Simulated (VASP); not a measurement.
# NaCl in VASP: one cell, several levels of theory, part 2 of 2

VASP 6.6.1, plane waves, PAW.

### Step 3. r2SCAN at this geometry

INCAR reads:

```
ENCUT = 520.000000
SIGMA = 0.010000
EDIFF = 1.00e-07
ALGO = Normal
METAGGA = R2SCAN
PREC = Accurate
IBRION = -1
ISIF = 2
ISMEAR = 0
NBANDS = 14
NELM = 120
NSW = 0
LASPH = .TRUE.
LCHARG = .TRUE.
LELF = .TRUE.
LWAVE = .FALSE.
LREAL = .FALSE.
```

KPOINTS reads:

```
KPOINTS created by Atomic Simulation Environment
0
Gamma
8 8 8
0 0 0
```

KPOINTS_OPT reads:

```
special points
6
Reciprocal
0.0000000000 0.0000000000 0.0000000000 1
0.5000000000 0.0000000000 0.5000000000 1
0.6250000000 0.2500000000 0.6250000000 1
0.3750000000 0.3750000000 0.7500000000 1
0.5000000000 0.5000000000 0.5000000000 1
0.5000000000 0.2500000000 0.7500000000 1
```

POSCAR reads:

```
Na Cl
 1.0000000000000000
    -0.0000000000000000    2.8026988391075913    2.8026988391075913
     2.8026988391075913   -0.0000000000000000    2.8026988391075913
     2.8026988391075913    2.8026988391075913   -0.0000000000000000
 Na  Cl
   1   1
Cartesian
 -0.0000000000000000 -0.0000000000000000 -0.0000000000000000
  2.8026988391075909  2.8026988391075909  2.8026988391075909
```

Started as:

```console
$ mpirun -np 1 vasp_std
```

Printed to the terminal (iteration lines stand in OSZICAR):

```text
POSCAR found type information on POSCAR NaCl
 POSCAR found :  2 types and       2 ions
 -----------------------------------------------------------------------------
|                                                                             |
|                                                                             |
|     You enforced a specific xc type in the INCAR file but a different       |
|     I HOPE YOU KNOW WHAT YOU ARE DOING!                                     |
|                                                                             |
 -----------------------------------------------------------------------------

 LDA part: xc-table for (None), standard interpolation
 POSCAR, INCAR and KPOINTS ok, starting setup
 FFT: planning ... GRIDC
 FFT: planning ... GRID_SOFT
 FFT: planning ... GRID
 WAVECAR not read
 entering main loop
 Start KPOINTS_OPT (optional k-point list driver)
k-point batch [1-6\6]
```

OSZICAR:

```text
N       E                     dE             d eps       ncg     rms          rms(c)
DAV:   1     0.956281818787E+02    0.95628E+02   -0.72109E+03   812   0.101E+03
DAV:   2    -0.753431021867E+01   -0.10316E+03   -0.94889E+02   918   0.289E+02
DAV:   3    -0.158213383464E+02   -0.82870E+01   -0.82370E+01  1034   0.743E+01
DAV:   4    -0.159590882823E+02   -0.13775E+00   -0.13768E+00   992   0.103E+01
DAV:   5    -0.159621252556E+02   -0.30370E-02   -0.30368E-02  1034   0.154E+00    0.227E+00
DAV:   6    -0.137995345693E+02    0.21626E+01   -0.54072E-01   824   0.740E+00    0.234E+00
DAV:   7    -0.137829873975E+02    0.16547E-01   -0.15230E-01  1034   0.278E+00    0.123E+00
DAV:   8    -0.137882378810E+02   -0.52505E-02   -0.63303E-03   932   0.595E-01    0.472E-01
DAV:   9    -0.137900241092E+02   -0.17862E-02   -0.40341E-03   884   0.569E-01    0.131E-01
DAV:  10    -0.137900628931E+02   -0.38784E-04   -0.95659E-05  1076   0.786E-02    0.281E-02
DAV:  11    -0.137900831581E+02   -0.20265E-04   -0.64164E-05   944   0.680E-02    0.483E-02
DAV:  12    -0.137900855757E+02   -0.24176E-05   -0.45459E-06   998   0.157E-02    0.296E-03
DAV:  13    -0.137900856055E+02   -0.29785E-07   -0.13279E-07   962   0.327E-03
   1 F= -.13790086E+02 E0= -.13790086E+02  d E =-.833537E-35
       N       E                     dE             ncg
DAV:   1     0.626329006691E+03   -0.30455E+04      174
DAV:   2     0.350493308943E+02   -0.59128E+03      192
DAV:   3    -0.145365153752E+02   -0.49586E+02      216
DAV:   4    -0.153671490240E+02   -0.83063E+00      210
DAV:   5    -0.153859165271E+02   -0.18768E-01      198
DAV:   6    -0.153865779704E+02   -0.66144E-03      210
DAV:   7    -0.153866067685E+02   -0.28798E-04      212
DAV:   8    -0.153866078557E+02   -0.10872E-05      196
DAV:   9    -0.153866079046E+02   -0.48881E-07      174
```

OUTCAR, selected sections:

```text
k-points           NKPTS =     29   k-points in BZ     NKDIM =     29   number of bands    NBANDS=     14

   NELECT =      14.0000    total number of electrons

   dimension x,y,z NGX =    30 NGY =   30 NGZ =   30
   dimension x,y,z NGXF=    60 NGYF=   60 NGZF=   60

  energy-cutoff  :      520.00
  volume of cell :       44.03
      direct lattice vectors                 reciprocal lattice vectors
     0.000000000  2.802698839  2.802698839    -0.178399474  0.178399474  0.178399474
     2.802698839  0.000000000  2.802698839     0.178399474 -0.178399474  0.178399474
     2.802698839  2.802698839  0.000000000     0.178399474  0.178399474 -0.178399474

 k-points in reciprocal lattice and weights: KPOINTS created by Atomic Simulation Env
   0.00000000  0.00000000  0.00000000       0.002
   0.12500000  0.00000000  0.00000000       0.016
   0.25000000  0.00000000  0.00000000       0.016
   0.37500000  0.00000000  0.00000000       0.016
   0.50000000  0.00000000  0.00000000       0.008
   0.12500000  0.12500000  0.00000000       0.012
   0.25000000  0.12500000  0.00000000       0.047
   0.37500000  0.12500000  0.00000000       0.047
[... 21 more k-points ...]

 E-fermi :  -0.9733

 k-point     1 :       0.0000    0.0000    0.0000
  band No.  band energies     occupation
      1     -22.5426      2.00000
      2     -22.5422      2.00000
      3     -22.5422      2.00000
      4     -14.3222      2.00000
      5      -1.0573      2.00000
      6      -1.0573      2.00000
      7      -1.0573      2.00000
      8       4.9411      0.00000
      9      10.7205      0.00000
     10      10.7205      0.00000
     11      10.7205      0.00000
     12      12.9932      0.00000
     13      12.9932      0.00000
     14      14.6264      0.00000

 k-point     2 :       0.1250    0.0000    0.0000
  band No.  band energies     occupation
      1     -22.5469      2.00000
      2     -22.5428      2.00000
      3     -22.5425      2.00000
      4     -14.2720      2.00000
      5      -1.4251      2.00000
      6      -1.1018      2.00000
      7      -1.1018      2.00000
      8       5.4377      0.00000
      9      10.1830      0.00000
     10      10.9345      0.00000
     11      10.9346      0.00000
     12      12.7792      0.00000
     13      12.7792      0.00000
     14      15.6527      0.00000

 k-point     3 :       0.2500    0.0000    0.0000
  band No.  band energies     occupation
      1     -22.5579      2.00000
      2     -22.5435      2.00000
      3     -22.5432      2.00000
      4     -14.1473      2.00000
      5      -2.1704      2.00000
      6      -1.2061      2.00000
      7      -1.2061      2.00000
      8       6.3940      0.00000
      9       9.7006      0.00000
     10      11.1093      0.00000
     11      11.1095      0.00000
     12      13.0141      0.00000
     13      13.0142      0.00000
     14      15.8125      0.00000

 k-point     4 :       0.3750    0.0000    0.0000
  band No.  band energies     occupation
      1     -22.5688      2.00000
      2     -22.5443      2.00000
      3     -22.5439      2.00000
      4     -14.0173      2.00000
      5      -2.7976      2.00000
      6      -1.3060      2.00000
      7      -1.3060      2.00000
      8       6.8743      0.00000
      9      10.1765      0.00000
     10      10.8809      0.00000
     11      10.8812      0.00000
     12      14.4128      0.00000
     13      14.4129      0.00000
     14      15.2350      0.00000

 k-point     5 :       0.5000    0.0000    0.0000
  band No.  band energies     occupation
      1     -22.5733      2.00000
      2     -22.5445      2.00000
      3     -22.5442      2.00000
      4     -13.9618      2.00000
      5      -3.0355      2.00000
      6      -1.3462      2.00000
      7      -1.3462      2.00000
      8       6.9227      0.00000
      9      10.7124      0.00000
     10      10.7562      0.00000
     11      10.7565      0.00000
     12      15.0536      0.00000
     13      16.0485      0.00000
     14      16.0486      0.00000

 k-point     6 :       0.1250    0.1250    0.0000
  band No.  band energies     occupation
      1     -22.5467      2.00000
      2     -22.5436      2.00000
      3     -22.5434      2.00000
      4     -14.2566      2.00000
      5      -1.4480      2.00000
      6      -1.1595      2.00000
      7      -1.1595      2.00000
      8       5.6045      0.00000
      9       9.8573      0.00000
     10      11.1355      0.00000
     11      11.1355      0.00000
     12      12.1202      0.00000
     13      13.2173      0.00000
     14      16.0722      0.00000

 k-point     7 :       0.2500    0.1250    0.0000
  band No.  band energies     occupation
      1     -22.5544      2.00000
      2     -22.5448      2.00000
      3     -22.5440      2.00000
      4     -14.1599      2.00000
      5      -1.9903      2.00000
      6      -1.2708      2.00000
      7      -1.2622      2.00000
      8       6.4507      0.00000
      9       9.3053      0.00000
     10      11.0509      0.00000
     11      11.4811      0.00000
     12      12.1405      0.00000
     13      13.5359      0.00000
     14      16.9374      0.00000

 k-point     8 :       0.3750    0.1250    0.0000
  band No.  band energies     occupation
      1     -22.5645      2.00000
      2     -22.5455      2.00000
      3     -22.5450      2.00000
      4     -14.0346      2.00000
      5      -2.5877      2.00000
      6      -1.4110      2.00000
      7      -1.3683      2.00000
      8       7.1714      0.00000
      9       9.5031      0.00000
     10      10.4550      0.00000
     11      11.3456      0.00000
     12      13.3967      0.00000
     13      14.7411      0.00000
     14      16.4232      0.00000

 k-point     9 :       0.5000    0.1250    0.0000
  band No.  band energies     occupation
      1     -22.5706      2.00000
      2     -22.5464      2.00000
      3     -22.5454      2.00000
      4     -13.9548      2.00000
      5      -2.9166      2.00000
      6      -1.5349      2.00000
      7      -1.3988      2.00000
      8       7.3236      0.00000
      9      10.1161      0.00000
     10      10.3973      0.00000
     11      11.1084      0.00000
     12      14.8229      0.00000
     13      16.0476      0.00000
     14      16.2258      0.00000

 k-point    10 :      -0.3750    0.1250    0.0000
  band No.  band energies     occupation
      1     -22.5693      2.00000
      2     -22.5471      2.00000
      3     -22.5445      2.00000
      4     -13.9718      2.00000
      5      -2.8431      2.00000
      6      -1.5633      2.00000
      7      -1.3468      2.00000
      8       7.3351      0.00000
      9      10.1749      0.00000
     10      10.2681      0.00000
     11      11.0927      0.00000
     12      14.2155      0.00000
     13      16.0216      0.00000
     14      16.1467      0.00000

 k-point    11 :      -0.2500    0.1250    0.0000
  band No.  band energies     occupation
      1     -22.5615      2.00000
      2     -22.5466      2.00000
      3     -22.5433      2.00000
      4     -14.0744      2.00000
      5      -2.4047      2.00000
      6      -1.4706      2.00000
      7      -1.2390      2.00000
      8       7.0296      0.00000
      9       9.4697      0.00000
     10      10.6906      0.00000
     11      11.3490      0.00000
     12      12.5662      0.00000
     13      14.4670      0.00000
     14      16.6226      0.00000

 k-point    12 :      -0.1250    0.1250    0.0000
  band No.  band energies     occupation
      1     -22.5522      2.00000
      2     -22.5448      2.00000
      3     -22.5426      2.00000
      4     -14.1981      2.00000
      5      -1.8182      2.00000
      6      -1.2786      2.00000
      7      -1.1358      2.00000
      8       6.1161      0.00000
      9       9.6525      0.00000
     10      11.0824      0.00000
     11      11.2816      0.00000
     12      12.1321      0.00000
     13      13.2649      0.00000
     14      16.7842      0.00000

 k-point    13 :       0.2500    0.2500    0.0000
  band No.  band energies     occupation
      1     -22.5552      2.00000
      2     -22.5466      2.00000
      3     -22.5463      2.00000
      4     -14.1053      2.00000
      5      -2.1460      2.00000
      6      -1.3899      2.00000
      7      -1.3899      2.00000
      8       6.9585      0.00000
      9       8.6349      0.00000
     10      10.7222      0.00000
     11      12.2517      0.00000
     12      12.2517      0.00000
     13      13.8384      0.00000
     14      19.0251      0.00000

[... the tables of k-points 14 to 29 left out ...]

  Total       -0.0409939     -0.0409939     -0.0409939      0.0000000      0.0000000      0.0000000
  in kB       -1.4916611     -1.4916611     -1.4916611      0.0000000      0.0000000      0.0000000
  external PRESSURE =      -1.4916611 kB  Pullay stress =       0.0000000 kB

 POSITION                                       TOTAL-FORCE (eV/Angst)
 -----------------------------------------------------------------------------------
      0.00000      0.00000      0.00000        -0.000000      0.000000      0.000000
      2.80270      2.80270      2.80270         0.000000     -0.000000     -0.000000
 -----------------------------------------------------------------------------------
    total drift:                               -0.000000      0.000000      0.000000

  FREE ENERGIE OF THE ION-ELECTRON SYSTEM (eV)
  ---------------------------------------------------
  free  energy   TOTEN  =       -13.7900856055 eV

  energy  without entropy=      -13.7900856055  energy(sigma->0) =      -13.79008561
```

Hardware: 1 MPI rank of Intel Xeon 6975P-C, shared host.

The levels at the points of KPOINTS_OPT are read from vasprun.xml.

Levels at the named points, in eV from the top of band v (v: the last filled band by count, c: the next):

```tsv
point	v−1	v	c	c+1
Γ	0.00	0.00	6.00	11.78
X	-0.63	-0.63	8.50	8.60
U	-1.15	-0.52	9.03	9.88
K	-1.15	-0.52	9.03	9.88
L	-0.29	-0.29	7.98	11.77
W	-1.24	-0.78	9.84	10.42
```

The r2SCAN gap is 6.00 eV, direct at Γ. Pressure: -0.15 GPa; the forces vanish within 0.01 eV/Å.

The maps below are laid out on this run's own conventional cell (a, b, c = 5.605, 5.605, 5.605 Å).

Density in a lattice plane of the grid's cell (edges 5.61 and 5.61 Å, at 0.000 of the third edge), which holds Na and Cl.

Values in e/Å³, 12 rows by 12 columns:
```
 4.62  1.49  0.08  0.10  0.50  1.47  1.59  1.47  0.50  0.10  0.08  1.49
 0.18  0.08  0.03  0.05  0.18  0.50  0.75  0.50  0.18  0.05  0.03  0.08
 0.14  0.10  0.05  0.03  0.05  0.10  0.14  0.10  0.05  0.03  0.05  0.10
 0.75  0.50  0.18  0.05  0.03  0.08  0.18  0.08  0.03  0.05  0.18  0.50
 1.59  1.47  0.50  0.10  0.08  1.49  4.62  1.49  0.08  0.10  0.50  1.47
-0.06  1.59  0.75  0.14  0.18  4.62 11.88  4.62  0.18  0.14  0.75  1.59
 1.59  1.47  0.50  0.10  0.08  1.49  4.62  1.49  0.08  0.10  0.50  1.47
 0.75  0.50  0.18  0.05  0.03  0.08  0.18  0.08  0.03  0.05  0.18  0.50
 0.14  0.10  0.05  0.03  0.05  0.10  0.14  0.10  0.05  0.03  0.05  0.10
 0.18  0.08  0.03  0.05  0.18  0.50  0.75  0.50  0.18  0.05  0.03  0.08
 4.62  1.49  0.08  0.10  0.50  1.47  1.59  1.47  0.50  0.10  0.08  1.49
11.88  4.62  0.18  0.14  0.75  1.59 -0.06  1.59  0.75  0.14  0.18  4.62
```
Columns run along the first of these edges and rows up along the second, over one cell in 12 and 12 even steps from the bottom left corner. Atoms in the plane (fractional): Na at (0.00, 0.00), Na at (0.50, 0.50), Cl at (0.00, 0.50), Cl at (0.50, 1.00).

ELF in the same plane.

Values, 12 rows by 12 columns:
```
0.20 0.31 0.03 0.40 0.84 0.86 0.76 0.86 0.84 0.39 0.03 0.31
0.08 0.03 0.01 0.16 0.67 0.84 0.86 0.84 0.67 0.15 0.01 0.03
0.45 0.40 0.16 0.03 0.16 0.40 0.45 0.39 0.15 0.02 0.15 0.39
0.86 0.84 0.67 0.16 0.01 0.03 0.08 0.03 0.01 0.15 0.67 0.84
0.76 0.86 0.84 0.40 0.03 0.31 0.20 0.31 0.03 0.39 0.84 0.86
0.20 0.76 0.86 0.45 0.08 0.20 0.00 0.20 0.08 0.45 0.86 0.76
0.76 0.86 0.84 0.39 0.03 0.31 0.20 0.31 0.03 0.40 0.84 0.86
0.86 0.84 0.67 0.15 0.01 0.03 0.08 0.03 0.01 0.16 0.67 0.84
0.45 0.39 0.15 0.02 0.15 0.39 0.45 0.40 0.16 0.03 0.16 0.40
0.08 0.03 0.01 0.15 0.67 0.84 0.86 0.84 0.67 0.16 0.01 0.03
0.20 0.31 0.03 0.39 0.84 0.86 0.76 0.86 0.84 0.40 0.03 0.31
0.00 0.20 0.08 0.45 0.86 0.76 0.20 0.76 0.86 0.45 0.08 0.20
```
Columns run along the first of these edges and rows up along the second, over one cell in 12 and 12 even steps from the bottom left corner. Atoms in the plane (fractional): Na at (0.00, 0.00), Na at (0.50, 0.50), Cl at (0.00, 0.50), Cl at (0.50, 1.00).

Both are smooth fields of the valence electrons: close to the nuclei they are not physical.

Outside the cores ELF peaks at 0.88 in the shell around Cl, 0.8 Å from Cl.

### Step 4. Results

What follows sums up all 2 parts.

| level | gap (eV) | pressure (GPa) | Ansatz: gap (eV) | Ansatz: pressure (GPa) |
| --- | --- | --- | --- | --- |
| PBE | 5.18 | 1.24 | 5.18 | 1.27 |
| r2SCAN | 6.00 | -0.15 | 5.98 | 0.04 |

**Reading.** The gap runs from 5.18 eV (PBE) to 6.00 eV (r2SCAN). The pressure is highest with PBE (1.2 GPa) and lowest with r2SCAN (-0.1 GPa), which orders the cells that they would relax to. The two programs agree on the gap within 0.03 eV, far less than the spread between functionals. Each program uses its own PAW datasets and cutoff. VASP's cell holds 14 valence electrons and Ansatz's 16.
